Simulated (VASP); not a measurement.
# NaF (Fm-3m) in VASP: band structure with LDA

Aim: the band structure of NaF with LDA.

Everything below comes from runs of VASP 6.6.1. Logs are shortened: lines on timing, memory, paths and dates and some standing lists are left out, and cuts for length are marked.

## 1. Starting point

It takes space group Fm-3m (No. 225, cubic). Conventional cell: a = 4.497 Å, b = 4.497 Å, c = 4.497 Å, α = 90.00°, β = 90.00°, γ = 90.00°. Na (site symmetry m-3m) is surrounded by 6 F at 2.25 Å. F (site symmetry m-3m) is surrounded by 6 Na at 2.25 Å.

The cell was built by a generator and needn't be a form met in nature.

## 2. Band structure, LDA

Contents of INCAR:

```
SYSTEM = NaF
  ALGO = Normal
  EDIFF = 1E-7
  ENCUT = 520
  GGA = CA
  ISIF = 2
  ISMEAR = 0
  LASPH = .True.
  LCHARG = .False.
  LREAL = .False.
  LWAVE = .False.
  NELM = 60
  PREC = Accurate
  SIGMA = 0.02
```

Contents of KPOINTS:

```
k-points
0
Gamma
  10 10 10
  0 0 0
```

Contents of POSCAR:

```
NaF                                     
1.0
   -0.0000000000      2.2484217325      2.2484217325
    2.2484217325     -0.0000000000      2.2484217325
    2.2484217325      2.2484217325      0.0000000000
  Na              F             
     1     1
Direct
     1.0000000000000000    0.0000000000000000    1.0000000000000000
     0.5000000000000000    0.5000000000000000    0.5000000000000000
```

Contents of KPOINTS_OPT:

```
path GXWKGLUWLK,UX
20
line-mode
reciprocal
 0.0000000000  0.0000000000  0.0000000000  G
 0.5000000000  0.0000000000  0.5000000000  X

 0.5000000000  0.0000000000  0.5000000000  X
 0.5000000000  0.2500000000  0.7500000000  W

 0.5000000000  0.2500000000  0.7500000000  W
 0.3750000000  0.3750000000  0.7500000000  K

 0.3750000000  0.3750000000  0.7500000000  K
 0.0000000000  0.0000000000  0.0000000000  G

 0.0000000000  0.0000000000  0.0000000000  G
 0.5000000000  0.5000000000  0.5000000000  L

 0.5000000000  0.5000000000  0.5000000000  L
 0.6250000000  0.2500000000  0.6250000000  U

 0.6250000000  0.2500000000  0.6250000000  U
 0.5000000000  0.2500000000  0.7500000000  W

 0.5000000000  0.2500000000  0.7500000000  W
 0.5000000000  0.5000000000  0.5000000000  L

 0.5000000000  0.5000000000  0.5000000000  L
 0.3750000000  0.3750000000  0.7500000000  K

 0.6250000000  0.2500000000  0.6250000000  U
 0.5000000000  0.0000000000  0.5000000000  X
```

Potentials or basis: VASP PAW LDA potentials, release 64 (Na_pv, F).

Command:

```console
> cat potpaw_LDA.64/Na_pv/POTCAR potpaw_LDA.64/F/POTCAR > POTCAR
> mpirun -np 1 vasp_std > vasp.out
```

OUTCAR:

```text
SYSTEM = NaF
   EDIFF = 1E-7
   ENCUT = 520
   GGA = CA
   ISIF = 2
   ISMEAR = 0
   LASPH = .True.
   LREAL = .False.
   NELM = 60
   PREC = Accurate

 ion  position               nearest neighbor table
   1  0.000  0.000  0.000-   2 2.25   2 2.25   2 2.25   2 2.25   2 2.25   2 2.25
   2  0.500  0.500  0.500-   1 2.25   1 2.25   1 2.25   1 2.25   1 2.25   1 2.25

  LATTYP: Found a face centered cubic cell.
 ALAT       =     4.4968434650

  Lattice vectors:

 A1 = (   0.0000000000,   2.2484217325,   2.2484217325)
 A2 = (   2.2484217325,   0.0000000000,   2.2484217325)
 A3 = (   2.2484217325,   2.2484217325,   0.0000000000)

Analysis of symmetry for initial positions (statically):
=====================================================================
 Subroutine PRICEL returns:
 Original cell was already a primitive cell.

 Routine SETGRP: Setting up the symmetry group for a
 face centered cubic supercell.

 Subroutine GETGRP returns: Found 48 space group operations
 (whereof 48 operations were pure point group operations)
 out of a pool of 48 trial point group operations.

The static configuration has the point symmetry O_h .

Analysis of symmetry for dynamics (positions and initial velocities):
=====================================================================
 Subroutine PRICEL returns:
 Original cell was already a primitive cell.

 Routine SETGRP: Setting up the symmetry group for a
 face centered cubic supercell.

 Subroutine GETGRP returns: Found 48 space group operations
 (whereof 48 operations were pure point group operations)
 out of a pool of 48 trial point group operations.

The dynamic configuration has the point symmetry O_h .

 Subroutine INISYM returns: Found 48 space group operations
 (whereof 48 operations are pure point group operations),
 and found     1 'primitive' translations

----------------------------------------------------------------------------------------

                                     Primitive cell

  volume of cell :      22.7333

  direct lattice vectors                    reciprocal lattice vectors
     0.000000000  2.248421733  2.248421733    -0.222378210  0.222378210  0.222378210
     2.248421733  0.000000000  2.248421733     0.222378210 -0.222378210  0.222378210
     2.248421733  2.248421733  0.000000000     0.222378210  0.222378210 -0.222378210

  length of vectors
     3.179748508  3.179748508  3.179748508     0.385170358  0.385170358  0.385170358

  position of ions in fractional coordinates (direct lattice)
     0.000000000  0.000000000  0.000000000
     0.500000000  0.500000000  0.500000000

  ion indices of the primitive-cell ions
   primitive index   ion index
                 1           1
                 2           2

----------------------------------------------------------------------------------------

 KPOINTS: k-points

Automatic generation of k-mesh.
 Grid dimensions read from file:
 generate k-points for:   10   10   10

 Generating k-lattice:

  Cartesian coordinates                     Fractional coordinates (reciprocal lattice)
    -0.022237821  0.022237821  0.022237821     0.100000000  0.000000000  0.000000000
     0.022237821 -0.022237821  0.022237821     0.000000000  0.100000000  0.000000000
     0.022237821  0.022237821 -0.022237821     0.000000000  0.000000000  0.100000000

  Length of vectors
     0.038517036  0.038517036  0.038517036

  Shift w.r.t. Gamma in fractional coordinates (k-lattice)
     0.000000000  0.000000000  0.000000000

 Subroutine IBZKPT returns following result:
 ===========================================

 Found     47 irreducible k-points:

 Following reciprocal coordinates:
            Coordinates               Weight
  0.000000  0.000000  0.000000      1.000000
  0.100000  0.000000  0.000000      8.000000
  0.200000  0.000000  0.000000      8.000000
  0.300000  0.000000  0.000000      8.000000
  0.400000  0.000000  0.000000      8.000000
  0.500000  0.000000  0.000000      4.000000
[... 16 lines left out ...]
  0.300000  0.300000  0.000000      6.000000
  0.400000  0.300000  0.000000     24.000000
 [... further k-points ...]
   k-points           NKPTS =     47   k-points in BZ     NKDIM =     47   number of bands    NBANDS=     11
   number of dos      NEDOS =    301   number of ions     NIONS =      2
   total plane-waves  NPLWV =  13824
   dimension x,y,z NGX =    24 NGY =   24 NGZ =   24
   dimension x,y,z NGXF=    48 NGYF=   48 NGZF=   48
   ions per type =               1   1
   NGX,Y,Z   is equivalent  to a cutoff of  12.55, 12.55, 12.55 a.u.
   NGXF,Y,Z  is equivalent  to a cutoff of  25.10, 25.10, 25.10 a.u.
 SYSTEM =  NaF
   PREC   = accura    normal or accurate (medium, high low for compatibility)
   ISTART =      0    job   : 0-new  1-cont  2-samecut
   ICHARG =      2    charge: 1-file 2-atom 10-const
   ISPIN  =      1    spin polarized calculation?
   LNONCOLLINEAR =      F non collinear calculations
   LSORBIT =      F    spin-orbit coupling
   LASPH  =      T    aspherical Exc in radial PAW
   ENCUT  =  520.0 eV  38.22 Ry    6.18 a.u.   5.91  5.91  5.91*2*pi/ulx,y,z
   NELM   =     60;   NELMIN=  2; NELMDL= -5     # of ELM steps
   EDIFF  = 0.1E-06   stopping-criterion for ELM
   LREAL  =      F    real-space projection
   EDIFFG = 0.1E-05   stopping-criterion for IOM
   NSW    =      0    number of steps for IOM
   IBRION =     -1    ionic relax: 0-MD 1-quasi-New 2-CG
   NFREE  =      0    steps in history (QN), initial steepest desc. (CG)
   ISIF   =      2    stress and relaxation
   ISYM   =      2    0-nonsym 1-usesym 2-fastsym
   POTIM  = 0.5000    time-step for ionic-motion
   TEBEG  =    0.0;   TEEND  =   0.0 temperature during run
   PSTRESS=    0.0 pullay stress
   NELECT =      14.0000    total number of electrons
   NUPDOWN=      -1.0000    fix difference up-down
   EMIN   =  10.00;   EMAX   =-10.00  energy-range for DOS
   EFERMI =   0.00;   METHOD = LEGACY
   ISMEAR =     0;   SIGMA  =   0.02  broadening in eV -4-tet -1-fermi 0-gaus
   EFERMI_NEDOS =   21; number of points for ismear=-14 and -15
   IALGO  =     38    algorithm
   IMIX   =      4    mixing-type and parameters
     AMIX     =   0.40;   BMIX     =  1.00
     AMIX_MAG =   1.60;   BMIX_MAG =  1.00
  volume/ion in A,a.u.               =      11.37        76.71
  Fermi-wavevector in a.u.,A,eV,Ry     =   1.392825  2.632057 26.394760  1.939960
  Thomas-Fermi vector in A             =   2.516530
   LORBIT       =      0    0 simple, 1 ext, 2 COOP (PROOUT), +10 PAW based schemes
   GGA     = CA    functional components
   LHFCALC =     F    Hartree Fock is set to
   AEXX    =    0.0000 exact exchange contribution
   IVDW    =     0    specifies the selected vdW correction
   LEPSILON=     F    determine dielectric tensor
   LRPA    =     F    only Hartree local field effects (RPA)
 non-spin polarized calculation
 Gauss-broadening in eV      SIGMA  =   0.02
  energy-cutoff  :      520.00
  volume of cell :       22.73
 maximum number of plane-waves:       622
   NGX = 11   NGY = 11   NGZ = 11

 number of electron      14.0000021 magnetization

 Free energy of the ion-electron system (eV)
  ---------------------------------------------------
  ext. energy  EPLUGINS =         0.00000000
  ---------------------------------------------------
  free energy    TOTEN  =        -9.33235434 eV

  energy without entropy =       -9.33235434  energy(sigma->0) =       -9.33235434

 E-fermi :  -1.8975     XC(G=0): -10.4045

 val. band max:       -2.0919664215   @ k =   0.0000   0.0000   0.0000
 cond. band min:       4.3669194759   @ k =   0.0000   0.0000   0.0000
 fundamental gap:      6.4588858974
 Fermi energy:        -1.8975183159

 k-point     1 :       0.0000    0.0000    0.0000
  band No.  band energies     occupation
      1     -21.0228      2.00000
      2     -20.6025      2.00000
      3     -20.6025      2.00000
      4     -20.6025      2.00000
      5      -2.0920      2.00000
      6      -2.0920      2.00000
      7      -2.0920      2.00000
      8       4.3669      0.00000
      9      17.0641      0.00000
     10      17.0641      0.00000
     11      17.0641      0.00000

 k-point     2 :       0.1000    0.0000    0.0000
  band No.  band energies     occupation
      1     -21.1765      2.00000
      2     -20.6041      2.00000
      3     -20.6041      2.00000
      4     -20.4304      2.00000
      5      -2.3260      2.00000
      6      -2.1232      2.00000
      7      -2.1232      2.00000
      8       4.7542      0.00000
      9      15.7404      0.00000
     10      17.2457      0.00000
     11      17.2457      0.00000

 k-point     3 :       0.2000    0.0000    0.0000
  band No.  band energies     occupation
      1     -21.4036      2.00000
      2     -20.6081      2.00000
      3     -20.6081      2.00000
      4     -20.1545      2.00000
      5      -2.8609      2.00000
      6      -2.2039      2.00000
      7      -2.2039      2.00000
      8       5.7329      0.00000
      9      13.9628      0.00000
     10      17.7142      0.00000
     11      17.7142      0.00000

 k-point     4 :       0.3000    0.0000    0.0000
  band No.  band energies     occupation
      1     -21.5883      2.00000
      2     -20.6132      2.00000
      3     -20.6132      2.00000
      4     -19.9093      2.00000
      5      -3.4217      2.00000
      6      -2.3020      2.00000
      7      -2.3020      2.00000
      8       6.9765      0.00000
      9      12.5032      0.00000
     10      18.2245      0.00000
     11      18.2245      0.00000

 k-point     5 :       0.4000    0.0000    0.0000
  band No.  band energies     occupation
      1     -21.7050      2.00000
      2     -20.6172      2.00000
      3     -20.6172      2.00000
      4     -19.7420      2.00000
      5      -3.8235      2.00000
      6      -2.3800      2.00000
      7      -2.3800      2.00000
      8       8.1880      0.00000
      9      11.3655      0.00000
     10      18.4956      0.00000
     11      18.4956      0.00000
[... 211 lines left out ...]
 k-point    21 :      -0.3000    0.2000    0.0000
  band No.  band energies     occupation
      1     -21.5732      2.00000
      2     -20.6817      2.00000
      3     -20.6192      2.00000
      4     -19.8456      2.00000
      5      -3.5566      2.00000
      6      -2.7024      2.00000
      7      -2.4029      2.00000
      8       8.6198      0.00000
      9      11.7843      0.00000
     10      15.8662      0.00000
     11      19.0161      0.00000

 k-point    22 :      -0.2000    0.2000    0.0000
  band No.  band energies     occupation
      1     -21.5396      2.00000
      2     -20.6610      2.00000
      3     -20.6094      2.00000
      4     -19.9237      2.00000
      5      -3.3556      2.00000
      6      -2.5242      2.00000
      7      -2.3232      2.00000
      8       7.4318      0.00000
      9      12.5193      0.00000
     10      16.5149      0.00000
     11      19.4213      0.00000

 k-point    23 :       0.3000    0.3000    0.0000
  band No.  band energies     occupation
      1     -21.3253      2.00000
      2     -20.6524      2.00000
      3     -20.6524      2.00000
      4     -20.1570      2.00000
      5      -3.3446      2.00000
      6      -2.4101      2.00000
      7      -2.4101      2.00000
      8       7.8085      0.00000
      9      12.1863      0.00000
     10      16.3312      0.00000
     11      18.0005      0.00000

 k-point    24 :       0.4000    0.3000    0.0000
  band No.  band energies     occupation
      1     -21.2892      2.00000
      2     -20.6718      2.00000
      3     -20.6601      2.00000
      4     -20.1721      2.00000
      5      -3.4676      2.00000
      6      -2.5379      2.00000
      7      -2.4711      2.00000
      8       8.8374      0.00000
      9      11.6587      0.00000
     10      15.1772      0.00000
     11      18.1483      0.00000

 [... further k-points ...]
[... 5 lines left out ...]
  --------------------------------------------------------------------------------------
  -------------------------------------------------------------------------------------
  Total        0.0327547      0.0327547      0.0327547      0.0000000      0.0000000     -0.0000000
  in kB        2.3084514      2.3084514      2.3084514      0.0000000      0.0000000     -0.0000000
  external PRESSURE =       2.3084514 kB  Pullay stress =       0.0000000 kB

 VOLUME and BASIS-vectors are now :
 -----------------------------------------------------------------------------
  energy-cutoff  :      520.00
  volume of cell :       22.73
      direct lattice vectors                 reciprocal lattice vectors
     0.000000000  2.248421733  2.248421733    -0.222378210  0.222378210  0.222378210
     2.248421733  0.000000000  2.248421733     0.222378210 -0.222378210  0.222378210
     2.248421733  2.248421733  0.000000000     0.222378210  0.222378210 -0.222378210

 POSITION                                       TOTAL-FORCE (eV/Angst)
 -----------------------------------------------------------------------------------
      0.00000      0.00000      0.00000         0.000000     -0.000000      0.000000
      2.24842      2.24842      2.24842        -0.000000      0.000000     -0.000000
 -----------------------------------------------------------------------------------
    total drift:                                0.000000     -0.000000      0.000000

  FREE ENERGIE OF THE ION-ELECTRON SYSTEM (eV)
  ---------------------------------------------------
  free  energy   TOTEN  =        -9.3323543396 eV

  energy  without entropy=       -9.3323543396  energy(sigma->0) =       -9.33235434
```

Wall time 16 s (1 thread of Intel Xeon Platinum 8488C (Sapphire Rapids), shared host); peak memory 0.13 GiB.

What came out:

```yaml
Free_energy: -9.3324 eV
Pressure: 0.2 GPa
Band_gap_on_the_k_mesh: 6.46 eV, direct
Band_gap_along_the_path: 6.46 eV, direct
```

Levels at the corners of the path, in eV from the valence-band top:
| point | band 3 | band 4 | band 5 | band 6 | band 7 | band 8 | band 9 | band 10 | band 11 |
| --- | --- | --- | --- | --- | --- | --- | --- | --- | --- |
| Γ | -18.51 | -18.51 | 0.00 | 0.00 | 0.00 | 6.46 | 19.16 | 19.16 | 19.16 |
| X | -18.59 | -18.59 | -1.47 | -0.47 | -0.47 | 13.12 | 13.50 | 14.15 | 20.50 |
| X | -18.59 | -18.59 | -1.47 | -0.47 | -0.47 | 13.12 | 13.50 | 14.15 | 20.50 |
| W | -18.65 | -17.97 | -1.02 | -1.02 | -0.68 | 13.38 | 13.38 | 15.84 | 17.57 |
| W | -18.65 | -17.97 | -1.02 | -1.02 | -0.68 | 13.38 | 13.38 | 15.84 | 17.57 |
| K | -18.57 | -18.00 | -1.23 | -0.98 | -0.44 | 12.91 | 13.50 | 15.31 | 20.01 |
| K | -18.57 | -18.00 | -1.23 | -0.98 | -0.44 | 12.91 | 13.50 | 15.31 | 20.01 |
| Γ | -18.51 | -18.51 | 0.00 | 0.00 | 0.00 | 6.46 | 19.16 | 19.16 | 19.16 |
| Γ | -18.51 | -18.51 | 0.00 | 0.00 | 0.00 | 6.46 | 19.16 | 19.16 | 19.16 |
| L | -18.53 | -17.59 | -1.88 | -0.32 | -0.32 | 10.94 | 12.87 | 20.64 | 20.64 |
| L | -18.53 | -17.59 | -1.88 | -0.32 | -0.32 | 10.94 | 12.87 | 20.64 | 20.64 |
| U | -18.57 | -18.00 | -1.23 | -0.98 | -0.44 | 12.91 | 13.50 | 15.31 | 20.01 |
| U | -18.57 | -18.00 | -1.23 | -0.98 | -0.44 | 12.91 | 13.50 | 15.31 | 20.01 |
| W | -18.65 | -17.97 | -1.02 | -1.02 | -0.68 | 13.38 | 13.38 | 15.84 | 17.57 |
| W | -18.65 | -17.97 | -1.02 | -1.02 | -0.68 | 13.38 | 13.38 | 15.84 | 17.57 |
| L | -18.53 | -17.59 | -1.88 | -0.32 | -0.32 | 10.94 | 12.87 | 20.64 | 20.64 |
| L | -18.53 | -17.59 | -1.88 | -0.32 | -0.32 | 10.94 | 12.87 | 20.64 | 20.64 |
| K | -18.57 | -18.00 | -1.23 | -0.98 | -0.44 | 12.91 | 13.50 | 15.31 | 20.01 |
| U | -18.57 | -18.00 | -1.23 | -0.98 | -0.44 | 12.91 | 13.50 | 15.31 | 20.01 |
| X | -18.59 | -18.59 | -1.47 | -0.47 | -0.47 | 13.12 | 13.50 | 14.15 | 20.50 |
